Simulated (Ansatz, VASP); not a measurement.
Two plane-wave programs on Pb

```
CELL_PARAMETERS angstrom
3.63593 0.00000 0.00000
-1.81797 3.14881 0.00000
0.00000 0.00000 5.96095
ATOMIC_POSITIONS crystal
Pb 0.33333 0.66667 0.25000
Pb 0.66667 0.33333 0.75000
```

Alike in both runs: task single point; functional revPBE; k mesh 11 × 11 × 6; occupations fermi-dirac, width 0.1 eV; no spin polarisation.

```csv
,VASP,Ansatz
version,VASP 6.6.1,Ansatz 0.2.0
potentials or method,"VASP PAW PBE potentials, release 64 (Pb_d)","plane waves (420 eV) with PAW, scalar-relativistic"
plane-wave cutoff (eV),520,420
valence electrons in the cell,28,28
```

|  | VASP | Ansatz | Ansatz less VASP |
| --- | --- | --- | --- |
| pressure (GPa) | -1.5 | -1.4 | +0.05 |

Caveats: the PAW data sets were made with another functional, which shifts forces and pressure a little (VASP). Spin-orbit coupling is left out, which matters for the levels of Pb.
